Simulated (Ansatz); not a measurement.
Relaxing InP in the zincblende type

First guess:

```yaml
crystal:
  lattice:
    - [0.00000, 2.96851, 2.96851]
    - [2.96851, 0.00000, 2.96851]
    - [2.96851, 2.96851, 0.00000]
  atoms:
    - { symbol: In, position: [0.00000, 0.00000, 0.00000] }
    - { symbol: P, position: [0.25000, 0.25000, 0.25000] }
```

Theory: Ansatz 0.2.0, DFT, PBE, PAW with Ansatz's default frozen-core files, scalar-relativistic.

Cell and atoms relax within the symmetry of the start on a 12×12×12 k mesh with 0.08 eV Fermi–Dirac smearing.

The start is built from a prototype, known or not as a phase of this compound; the cutoff is 420 eV.

Spin–orbit coupling is left out, though it moves levels of the heavy atoms by tenths of an eV or more.

Q: What is the pressure of the first guess?

A: 0.70 GPa.

Q: What does it relax to?

A: a = 5.960 Å, b = 5.960 Å, c = 5.960 Å, α = 90.00°, β = 90.00°, γ = 90.00° (conventional cell), 26.46 Å³ per atom:
Space group F-43m (No. 216). a = 5.960 Å, b = 5.960 Å, c = 5.960 Å, α = 90.00°, β = 90.00°, γ = 90.00°
```tsv
atom	site	symmetry	x	y	z
In	4a	-43m	0.0000	0.0000	0.0000
P	4d	-43m	0.2500	0.2500	0.7500
```

Q: How much energy does the relaxation release?

A: 1 meV/atom.
